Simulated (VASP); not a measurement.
# GaN (Fm-3m) in VASP: a series of runs

The runs below take GaN through single point, with r2SCAN.

Program: VASP 6.6.1. These are calculated values, not measurements. Logs are shortened: lines on timing, memory, paths and dates and some standing lists are left out, and cuts for length are marked.

### 1 Starting point

It takes space group Fm-3m (No. 225, cubic). The conventional cell has a = 4.270 Å, b = 4.270 Å, c = 4.270 Å, α = 90.00°, β = 90.00°, γ = 90.00°. Ga (site symmetry m-3m) is surrounded by 6 N at 2.14 Å. N (site symmetry m-3m) is surrounded by 6 Ga at 2.14 Å.

Measurements of this composition are mostly on another form, of space group No. 186.

### 2 Single point, r2SCAN

INCAR

```
PREC = Accurate
ENCUT = 400
EDIFF = 0.001
ISMEAR = 0
SIGMA = 0.05
LREAL = F
LASPH = T
NELM = 100
ALGO = Normal
ISIF = 2
LWAVE = F
LCHARG = F
METAGGA = R2SCAN
LMIXTAU = T
NBANDS = 16
ADDGRID = F
```

KPOINTS

```
Automatic mesh
0
Gamma
  6 6 6
```

POSCAR

```
GaN
1.0
    0.0000000000      2.1352350000      2.1352350000
    2.1352350000      0.0000000000      2.1352350000
    2.1352350000      2.1352350000      0.0000000000
Ga N
1 1
Direct
    0.0000000000      0.0000000000      0.0000000000
    0.5000000000      0.5000000000      0.5000000000
```

Potentials or basis: VASP PAW PBE potentials, release 64 (Ga_d, N).

Launch:

```sh
cat potpaw_PBE.64/Ga_d/POTCAR potpaw_PBE.64/N/POTCAR > POTCAR
mpirun -np 1 vasp_std > vasp.out
```

OUTCAR:

```text
PREC = Accurate
   ENCUT = 400
   EDIFF = 0.001
   ISMEAR = 0
   LREAL = F
   LASPH = T
   NELM = 100
   ISIF = 2
   METAGGA = R2SCAN

 Found     16 irreducible k-points:

 Following reciprocal coordinates:
            Coordinates               Weight
  0.000000  0.000000  0.000000      1.000000
  0.166667  0.000000  0.000000      8.000000
  0.333333  0.000000  0.000000      8.000000
  0.500000  0.000000  0.000000      4.000000
  0.166667  0.166667  0.000000      6.000000
  0.333333  0.166667  0.000000     24.000000
   k-points           NKPTS =     16   k-points in BZ     NKDIM =     16   number of bands    NBANDS=     16
   number of dos      NEDOS =    301   number of ions     NIONS =      2
   total plane-waves  NPLWV =   8000
   dimension x,y,z NGX =    20 NGY =   20 NGZ =   20
   dimension x,y,z NGXF=    40 NGYF=   40 NGZF=   40
   ions per type =               1   1
   NGX,Y,Z   is equivalent  to a cutoff of  11.01, 11.01, 11.01 a.u.
   NGXF,Y,Z  is equivalent  to a cutoff of  22.02, 22.02, 22.02 a.u.
 SYSTEM =  unknown system
   PREC   = accura    normal or accurate (medium, high low for compatibility)
   ISTART =      0    job   : 0-new  1-cont  2-samecut
   ICHARG =      2    charge: 1-file 2-atom 10-const
   ISPIN  =      1    spin polarized calculation?
   LNONCOLLINEAR =      F non collinear calculations
   LSORBIT =      F    spin-orbit coupling
   LASPH  =      T    aspherical Exc in radial PAW
   ENCUT  =  400.0 eV  29.40 Ry    5.42 a.u.   4.92  4.92  4.92*2*pi/ulx,y,z
   NELM   =    100;   NELMIN=  2; NELMDL= -5     # of ELM steps
   EDIFF  = 0.1E-02   stopping-criterion for ELM
   LREAL  =      F    real-space projection
   EDIFFG = 0.1E-01   stopping-criterion for IOM
   NSW    =      0    number of steps for IOM
   IBRION =     -1    ionic relax: 0-MD 1-quasi-New 2-CG
   NFREE  =      0    steps in history (QN), initial steepest desc. (CG)
   ISIF   =      2    stress and relaxation
   ISYM   =      2    0-nonsym 1-usesym 2-fastsym
   POTIM  = 0.5000    time-step for ionic-motion
   TEBEG  =    0.0;   TEEND  =   0.0 temperature during run
   PSTRESS=    0.0 pullay stress
   NELECT =      18.0000    total number of electrons
   NUPDOWN=      -1.0000    fix difference up-down
   EMIN   =  10.00;   EMAX   =-10.00  energy-range for DOS
   EFERMI =   0.00;   METHOD = LEGACY
   ISMEAR =     0;   SIGMA  =   0.05  broadening in eV -4-tet -1-fermi 0-gaus
   EFERMI_NEDOS =   21; number of points for ismear=-14 and -15
   IALGO  =     38    algorithm
   IMIX   =      4    mixing-type and parameters
     AMIX     =   0.40;   BMIX     =  1.00
     AMIX_MAG =   1.60;   BMIX_MAG =  1.00
  volume/ion in A,a.u.               =       9.74        65.70
  Fermi-wavevector in a.u.,A,eV,Ry     =   1.594814  3.013761 34.605481  2.543431
  Thomas-Fermi vector in A             =   2.692830
   LORBIT       =      0    0 simple, 1 ext, 2 COOP (PROOUT), +10 PAW based schemes
   METAGGA = R2SCAN    functional components
   LHFCALC =     F    Hartree Fock is set to
   AEXX    =    0.0000 exact exchange contribution
   IVDW    =     0    specifies the selected vdW correction
   LEPSILON=     F    determine dielectric tensor
   LRPA    =     F    only Hartree local field effects (RPA)
 non-spin polarized calculation
 Gauss-broadening in eV      SIGMA  =   0.05
  energy-cutoff  :      400.00
  volume of cell :       19.47
 maximum number of plane-waves:       366
   NGX =  9   NGY =  9   NGZ =  9

 number of electron      17.9999992 magnetization

 Free energy of the ion-electron system (eV)
  ---------------------------------------------------
  ext. energy  EPLUGINS =         0.00000000
  ---------------------------------------------------
  free energy    TOTEN  =       -20.93251682 eV

  energy without entropy =      -20.93251682  energy(sigma->0) =      -20.93251682

 E-fermi :   7.5696     XC(G=0): -13.9875

 val. band max:        7.3476591761   @ k =  -0.1667   0.1667   0.0000
 cond. band min:       8.1563183805   @ k =   0.5000   0.5000   0.0000
 fundamental gap:      0.8086592044
 Fermi energy:         7.5696047831

 k-point     1 :       0.0000    0.0000    0.0000
  band No.  band energies     occupation
      1     -10.4599      2.00000
      2      -7.1161      2.00000
      3      -7.1161      2.00000
      4      -7.1161      2.00000
      5      -7.0517      2.00000
      6      -7.0517      2.00000
[... 8 lines left out ...]
     15      23.7194      0.00000
     16      23.7200      0.00000

 k-point     2 :       0.1667    0.0000    0.0000
  band No.  band energies     occupation
      1      -9.9407      2.00000
      2      -7.1330      2.00000
      3      -7.1259      2.00000
      4      -7.1259      2.00000
      5      -7.0512      2.00000
      6      -7.0512      2.00000
[... 8 lines left out ...]
     15      24.4025      0.00000
     16      24.4028      0.00000

 k-point     3 :       0.3333    0.0000    0.0000
  band No.  band energies     occupation
      1      -8.5891      2.00000
      2      -7.2309      2.00000
      3      -7.2308      2.00000
      4      -7.1752      2.00000
      5      -6.9627      2.00000
      6      -6.9627      2.00000
[... 8 lines left out ...]
     15      27.4749      0.00000
     16      27.4749      0.00000

 k-point     4 :       0.5000    0.0000    0.0000
  band No.  band energies     occupation
      1      -7.5047      2.00000
      2      -7.2849      2.00000
      3      -7.2846      2.00000
      4      -7.2845      2.00000
      5      -6.9148      2.00000
      6      -6.9148      2.00000
[... 8 lines left out ...]
     15      31.2270      0.00000
     16      31.2285      0.00000

 k-point     5 :       0.1667    0.1667    0.0000
  band No.  band energies     occupation
      1      -9.8150      2.00000
      2      -7.1550      2.00000
      3      -7.1199      2.00000
      4      -7.0639      2.00000
      5      -7.0639      2.00000
      6      -7.0267      2.00000
[... 8 lines left out ...]
     15      28.0016      0.00000
     16      28.0021      0.00000

 k-point     6 :       0.3333    0.1667    0.0000
  band No.  band energies     occupation
      1      -8.9641      2.00000
      2      -7.1838      2.00000
      3      -7.1093      2.00000
      4      -7.0966      2.00000
      5      -6.9469      2.00000
      6      -6.8486      2.00000
[... 8 lines left out ...]
     15      28.6142      0.00000
     16      29.7751      0.00000

 [... further k-points ...]

------------------------ aborting loop because EDIFF is reached ----------------------------------------

  FORCE on cell =-STRESS in cart. coord.  units (eV):
  Direction    XX          YY          ZZ          XY          YZ          ZX
  --------------------------------------------------------------------------------------
  -------------------------------------------------------------------------------------
  Total       -1.3765954     -1.3765954     -1.3765954      0.0000000     -0.0000000      0.0000000
  in kB     -113.2791192   -113.2791192   -113.2791192      0.0000000     -0.0000000      0.0000000
  external PRESSURE =    -113.2791192 kB  Pullay stress =       0.0000000 kB

 VOLUME and BASIS-vectors are now :
 -----------------------------------------------------------------------------
  energy-cutoff  :      400.00
  volume of cell :       19.47
      direct lattice vectors                 reciprocal lattice vectors
     0.000000000  2.135235000  2.135235000    -0.234166263  0.234166263  0.234166263
     2.135235000  0.000000000  2.135235000     0.234166263 -0.234166263  0.234166263
     2.135235000  2.135235000  0.000000000     0.234166263  0.234166263 -0.234166263

 POSITION                                       TOTAL-FORCE (eV/Angst)
 -----------------------------------------------------------------------------------
      0.00000      0.00000      0.00000         0.000000     -0.000000      0.000000
      2.13524      2.13524      2.13524        -0.000000      0.000000     -0.000000
 -----------------------------------------------------------------------------------
    total drift:                                0.000000     -0.000000     -0.000000

  FREE ENERGIE OF THE ION-ELECTRON SYSTEM (eV)
  ---------------------------------------------------
  free  energy   TOTEN  =       -20.9325168199 eV

  energy  without entropy=      -20.9325168199  energy(sigma->0) =      -20.93251682
```

It took 18 s on 1 thread of AMD EPYC 7R43 (Zen 3), shared host; peak memory 0.08 GiB.

The run converged, but some of its settings lie outside the range that counts as converged, so its numbers aren't taken as properties of the crystal.

What came out:

```yaml
Free_energy: -20.9325 eV
Band_gap_on_the_k_mesh: 0.81 eV, indirect (least direct gap 2.85 eV)
```

Caveat: the k mesh is coarse (spacing up to 0.42 Å⁻¹), so the values aren't converged; the cutoff is under 1.25 times the usual one of these potentials, so pressure, stress and relaxed cells hold a basis-set (Pulay) error; the PAW data sets were made with another functional, which shifts forces and pressure a little.

### 3 Single point, r2SCAN

INCAR, as its differences from that of step 2:

```diff
@@ -2,3 +2,3 @@
 ENCUT = 400
-EDIFF = 0.001
+EDIFF = 1E-4
 ISMEAR = 0
```

KPOINTS is that of step 2.

POSCAR is that of step 2.

Potentials or basis: VASP PAW PBE potentials, release 64 (Ga_d, N).

Launch:

```sh
cat potpaw_PBE.64/Ga_d/POTCAR potpaw_PBE.64/N/POTCAR > POTCAR
mpirun -np 1 vasp_std > vasp.out
```

OUTCAR:

```text
PREC = Accurate
   ENCUT = 400
   EDIFF = 1E-4
   ISMEAR = 0
   LREAL = F
   LASPH = T
   NELM = 100
   ISIF = 2
   METAGGA = R2SCAN

 Found     16 irreducible k-points:

 Following reciprocal coordinates:
            Coordinates               Weight
  0.000000  0.000000  0.000000      1.000000
  0.166667  0.000000  0.000000      8.000000
  0.333333  0.000000  0.000000      8.000000
  0.500000  0.000000  0.000000      4.000000
  0.166667  0.166667  0.000000      6.000000
  0.333333  0.166667  0.000000     24.000000
   k-points           NKPTS =     16   k-points in BZ     NKDIM =     16   number of bands    NBANDS=     16
   number of dos      NEDOS =    301   number of ions     NIONS =      2
   total plane-waves  NPLWV =   8000
   dimension x,y,z NGX =    20 NGY =   20 NGZ =   20
   dimension x,y,z NGXF=    40 NGYF=   40 NGZF=   40
   ions per type =               1   1
   NGX,Y,Z   is equivalent  to a cutoff of  11.01, 11.01, 11.01 a.u.
   NGXF,Y,Z  is equivalent  to a cutoff of  22.02, 22.02, 22.02 a.u.
 SYSTEM =  unknown system
   PREC   = accura    normal or accurate (medium, high low for compatibility)
   ISTART =      0    job   : 0-new  1-cont  2-samecut
[... 55 lines left out ...]

 E-fermi :   7.5621     XC(G=0): -13.9696

 val. band max:        7.3040350069   @ k =  -0.1667   0.1667   0.0000
 cond. band min:       8.1803436087   @ k =   0.5000   0.5000   0.0000
 fundamental gap:      0.8763086019
 Fermi energy:         7.5621009742

 k-point     1 :       0.0000    0.0000    0.0000
  band No.  band energies     occupation
      1     -10.4766      2.00000
      2      -7.1386      2.00000
      3      -7.1386      2.00000
      4      -7.1385      2.00000
      5      -7.0753      2.00000
      6      -7.0753      2.00000
[... 91 lines left out ...]
      3      -7.1326      2.00000
      4      -7.1189      2.00000
      5      -6.9708      2.00000
      6      -6.8724      2.00000
[... 8 lines left out ...]
     15      28.6180      0.00000
     16      29.7854      0.00000

 [... further k-points ...]

------------------------ aborting loop because EDIFF is reached ----------------------------------------

  FORCE on cell =-STRESS in cart. coord.  units (eV):
  Direction    XX          YY          ZZ          XY          YZ          ZX
  --------------------------------------------------------------------------------------
  -------------------------------------------------------------------------------------
  Total       -1.2504301     -1.2504301     -1.2504301      0.0000000      0.0000000     -0.0000000
  in kB     -102.8970620   -102.8970620   -102.8970620      0.0000000      0.0000000     -0.0000000
  external PRESSURE =    -102.8970620 kB  Pullay stress =       0.0000000 kB

 VOLUME and BASIS-vectors are now :
 -----------------------------------------------------------------------------
  energy-cutoff  :      400.00
  volume of cell :       19.47
      direct lattice vectors                 reciprocal lattice vectors
     0.000000000  2.135235000  2.135235000    -0.234166263  0.234166263  0.234166263
     2.135235000  0.000000000  2.135235000     0.234166263 -0.234166263  0.234166263
     2.135235000  2.135235000  0.000000000     0.234166263  0.234166263 -0.234166263

 POSITION                                       TOTAL-FORCE (eV/Angst)
 -----------------------------------------------------------------------------------
      0.00000      0.00000      0.00000         0.000000      0.000000      0.000000
      2.13524      2.13524      2.13524         0.000000     -0.000000     -0.000000
 -----------------------------------------------------------------------------------
    total drift:                                0.000000     -0.000000      0.000000

  FREE ENERGIE OF THE ION-ELECTRON SYSTEM (eV)
  ---------------------------------------------------
  free  energy   TOTEN  =       -20.9278328989 eV

  energy  without entropy=      -20.9278328989  energy(sigma->0) =      -20.92783290
```

OSZICAR:

```text
N       E                     dE             d eps       ncg     rms          rms(c)
DAV:   1     0.534100268987E+02    0.53410E+02   -0.84094E+03   608   0.185E+03
DAV:   2    -0.217278656849E+02   -0.75138E+02   -0.70361E+02   568   0.291E+02
DAV:   3    -0.254696113800E+02   -0.37417E+01   -0.37287E+01   616   0.566E+01
DAV:   4    -0.254985235209E+02   -0.28912E-01   -0.28910E-01   632   0.522E+00
DAV:   5    -0.254988591615E+02   -0.33564E-03   -0.33564E-03   616   0.485E-01    0.668E+00
DAV:   6    -0.205188431118E+02    0.49800E+01   -0.28813E+00   760   0.408E+01    0.262E+00
DAV:   7    -0.209555065370E+02   -0.43666E+00   -0.61186E-01   544   0.774E+00    0.167E+00
DAV:   8    -0.208217704676E+02    0.13374E+00   -0.39887E-01   512   0.697E+00    0.143E+00
DAV:   9    -0.208183101651E+02    0.34603E-02   -0.17212E-01   528   0.457E+00    0.624E-01
DAV:  10    -0.209329590448E+02   -0.11465E+00   -0.49237E-02   520   0.304E+00    0.217E-01
DAV:  11    -0.209325173250E+02    0.44172E-03   -0.14239E-03   600   0.351E-01    0.180E-01
DAV:  12    -0.209281199231E+02    0.43974E-02   -0.18112E-03   544   0.554E-01    0.113E-01
DAV:  13    -0.209279292286E+02    0.19069E-03   -0.94131E-04   536   0.510E-01    0.204E-01
DAV:  14    -0.209278328989E+02    0.96330E-04   -0.14160E-04   480   0.194E-01
   1 F= -.20927833E+02 E0= -.20927833E+02  d E =-.422530E-14
```

stdout:

```text
POSCAR found type information on POSCAR GaN
 POSCAR found :  2 types and       2 ions
 scaLAPACK will be used
 -----------------------------------------------------------------------------
|                                                                             |
|                                                                             |
|     You enforced a specific xc type in the INCAR file but a different       |
|     I HOPE YOU KNOW WHAT YOU ARE DOING!                                     |
|                                                                             |
 -----------------------------------------------------------------------------

 LDA part: xc-table for (None), standard interpolation
 POSCAR, INCAR and KPOINTS ok, starting setup
 FFT: planning ... GRIDC
 FFT: planning ... GRID_SOFT
 FFT: planning ... GRID
 WAVECAR not read
 entering main loop
```

Run time: 23 s. Hardware: 1 thread of AMD EPYC 7R43 (Zen 3), shared host; peak memory 0.09 GiB.

The run converged, but some of its settings lie outside the range that counts as converged, so its numbers aren't taken as properties of the crystal.

What came out:

- Free energy: -20.9278 eV
- Band gap on the k mesh: 0.88 eV, indirect (least direct gap 2.90 eV)

Caveat: the k mesh is coarse (spacing up to 0.42 Å⁻¹), so the values aren't converged; the cutoff is under 1.25 times the usual one of these potentials, so pressure, stress and relaxed cells hold a basis-set (Pulay) error; the PAW data sets were made with another functional, which shifts forces and pressure a little.

### 4 Single point, r2SCAN

INCAR, as its differences from that of step 3:

```diff
@@ -2,3 +2,3 @@
 ENCUT = 400
-EDIFF = 1E-4
+EDIFF = 1E-5
 ISMEAR = 0
```

KPOINTS is that of step 3.

POSCAR is that of step 3.

Launch:

```sh
cat potpaw_PBE.64/Ga_d/POTCAR potpaw_PBE.64/N/POTCAR > POTCAR
mpirun -np 1 vasp_std > vasp.out
```

Run time: 30 s. Hardware: 1 thread of AMD EPYC 7R43 (Zen 3), shared host; peak memory 0.09 GiB.

These settings aren't checked as converged: the numbers below hold their error.

Results:

- Free energy: -20.9280 eV
- Band gap on the k mesh: 0.87 eV, indirect (least direct gap 2.89 eV)

Caveat: the k mesh is coarse (spacing up to 0.42 Å⁻¹), so the values aren't converged; the cutoff is under 1.25 times the usual one of these potentials, so pressure, stress and relaxed cells hold a basis-set (Pulay) error; the PAW data sets were made with another functional, which shifts forces and pressure a little.
